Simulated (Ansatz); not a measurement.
Independent-particle absorption of TiO₂ (P4_2/mnm, a = 4.643 Å, b = 4.643 Å, c = 2.964 Å, α = 90.00°, β = 90.00°, γ = 90.00°), no local fields or excitons, 0.1 eV broadening. The calculation used DFT PBE, scalar-relativistic, plane waves, PAW (Ansatz).

Settings: cutoff 420 eV, Γ-centred mesh 6×6×10 on the computed 6-atom cell, Gaussian smearing of 0.02 eV; no spin polarisation. The spectrum is summed on a 9×9×15 mesh.

```xyz
6
Lattice="4.6433 0.0000 0.0000 0.0000 4.6433 0.0000 0.0000 0.0000 2.9639" Properties=species:S:1:pos:R:3 pbc="T T T"
Ti    0.0000    0.0000    0.0000
Ti    2.3216    2.3216    1.4819
O     1.4168    1.4168    0.0000
O     0.9048    3.7384    1.4819
O     3.2265    3.2265    0.0000
O     3.7384    0.9048    1.4819
```

photon energy (eV), ε2,xx and a bar:
```
      0.0       0.00
      0.4       0.00
      0.8       0.00
      1.2       0.00
      1.6       0.00
      2.0       0.04
      2.4       0.53 #
      2.8       8.53 ########################
      3.2       8.99 #########################
      3.6       9.47 ##########################
      4.0       8.22 #######################
      4.4      10.83 ##############################
      4.8       6.03 #################
      5.2       4.08 ###########
      5.6       3.36 #########
      6.0       3.66 ##########
      6.4       4.15 ###########
      6.8       6.53 ##################
      7.2       7.20 ####################
      7.6       6.28 #################
      8.0       5.53 ###############
      8.4       3.01 ########
      8.8       1.53 ####
      9.2       1.75 #####
      9.6       1.52 ####
     10.0       1.30 ####
     10.4       1.11 ###
     10.8       1.00 ###
     11.2       0.90 ##
     11.6       1.10 ###
     12.0       1.14 ###
     12.4       1.23 ###
     12.8       1.66 #####
     13.2       1.86 #####
     13.6       1.16 ###
     14.0       1.05 ###
```

The strongest peak lies near 3.4 eV. ε∞ (xx, yy, zz) = 7.5, 7.5, 9.0.